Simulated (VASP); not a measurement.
**TePb (rocksalt): gaps by functional in VASP**

```cif
data_structure
_symmetry_space_group_name_H-M 'P 1'
_symmetry_Int_Tables_number 1
_cell_length_a 4.6214
_cell_length_b 4.6214
_cell_length_c 4.6214
_cell_angle_alpha 60.000
_cell_angle_beta 60.000
_cell_angle_gamma 60.000
_cell_volume 69.79
loop_
_atom_site_label
_atom_site_type_symbol
_atom_site_fract_x
_atom_site_fract_y
_atom_site_fract_z
_atom_site_occupancy
Pb1 Pb 0.00000 0.00000 0.00000 1
Te1 Te 0.50000 0.50000 0.50000 1
```

All runs share this cell. Band v is the last that the valence electrons fill when counted band by band, and c is the next. A negative gap between them is a band overlap, as in a metal.

Task: Rank these levels of theory by the band gap that they give, smallest first.
A. PBEsol
B. r²SCAN
C. PBE
D. PBE with spin–orbit coupling
E. LDA

Result: D (0.10 eV), E (0.70 eV), A (0.74 eV), C (0.80 eV), B (1.09 eV).
